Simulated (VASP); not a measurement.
# C: G0W0 on PBE

C, Fd-3m (no. 227), 2 atoms in the cell. PBE, GW; PAW potentials C_GW (PBE set).

GW scheme: G0W0; Iterations: 1; Orbital cutoff (eV): 450; Response cutoff (eV): 300; Frequency points: 48; Procedure: three steps, all bands.

## Input

INCAR.step1:
```
SYSTEM = C
PREC = Accurate ; ENCUT = 450
ISMEAR = 0 ; SIGMA = 0.05
LASPH = .True. ; LREAL = .False.
GGA = PE ; ALGO = Normal
EDIFF = 1E-8 ; NELM = 150
LWAVE = .True. ; LCHARG = .False.
KPAR = 4
```

INCAR.step2, as INCAR.step1 but for:
```
- ALGO = Normal
- NELM = 150
+ ALGO = Exact
+ NELM = 1
+ ISTART = 1
+ NBANDS = 252
+ LOPTICS = .True.
```

INCAR.step3:
```
SYSTEM = C
PREC = Accurate ; ENCUT = 450
ISMEAR = 0 ; SIGMA = 0.05
LASPH = .True. ; LREAL = .False.
GGA = PE ; ALGO = EVGW0
NBANDS = 252 ; NBANDSGW = 8
ENCUTGW = 300 ; NOMEGA = 48
PRECFOCK = Fast ; ISTART = 1
LWAVE = .False. ; LCHARG = .False.
NELMGW = 1 ; KPAR = 4
```

KPOINTS:
```
k-points
0
Gamma
  3 3 3
```

POSCAR:
```
C
1.0
    0.0000000000      1.7833700000      1.7833700000
    1.7833700000      0.0000000000      1.7833700000
    1.7833700000      1.7833700000      0.0000000000
C
2
Direct
    0.7500000000      0.7500000000      0.7500000000
    0.5000000000      0.5000000000      0.5000000000
```

Commands (each step's output is kept before the next begins):
```
cat potpaw_PBE.64/C_GW/POTCAR > POTCAR
cp INCAR.step1 INCAR
mpirun -np 4 vasp_std > vasp.out
cp INCAR.step2 INCAR
mpirun -np 4 vasp_std > vasp.out
cp INCAR.step3 INCAR
mpirun -np 4 vasp_std > vasp.out
```

## Result

- Quasiparticle gap on the mesh (eV): 5.39
- Gap of the starting point on the mesh (eV): 4.11
- Quasiparticle gap at the zone centre (eV): 7.27
- Starting gap at the zone centre (eV): 5.57
- Correction of the gap between the band edges on the mesh (eV): 1.28
- Shift of the valence top (eV): -0.92
- Shift of the conduction bottom (eV): 0.36
- Z of the valence top at the zone centre: 0.82
- Static dielectric constant, RPA: 9.1

Levels near the gap:

| k point | band | start (eV) | quasiparticle (eV) |
|---|---|---|---|
| 0 0 0 | 1 | -11.65 | -13.47 |
| 0 0 0 | 2 | 9.87 | 8.95 |
| 0 0 0 | 3 | 9.87 | 8.95 |
| 0 0 0 | 4 | 9.87 | 8.95 |
| 0 0 0 | 5 | 15.43 | 16.22 |
| 0 0 0 | 6 | 15.43 | 16.22 |
| 0 0 0 | 7 | 15.43 | 16.22 |
| 0 0 0 | 8 | 23.19 | 23.74 |
| 0.3333 0.3333 0 | 1 | -7.62 | -9.35 |
| 0.3333 0.3333 0 | 2 | 2.67 | 1.29 |
| 0.3333 0.3333 0 | 3 | 4.54 | 3.38 |
| 0.3333 0.3333 0 | 4 | 4.54 | 3.38 |
| 0.3333 0.3333 0 | 5 | 13.98 | 14.34 |
| 0.3333 0.3333 0 | 6 | 17.56 | 17.87 |
| 0.3333 0.3333 0 | 7 | 23.92 | 25.03 |
| 0.3333 0.3333 0 | 8 | 23.92 | 25.03 |

Limits: the mesh is coarse: neither the gap nor the screening is converged.

VASP 6.6.1 took 5.8 s on 4 cores (AMD EPYC 7R43 (Zen 3)), a shared host.
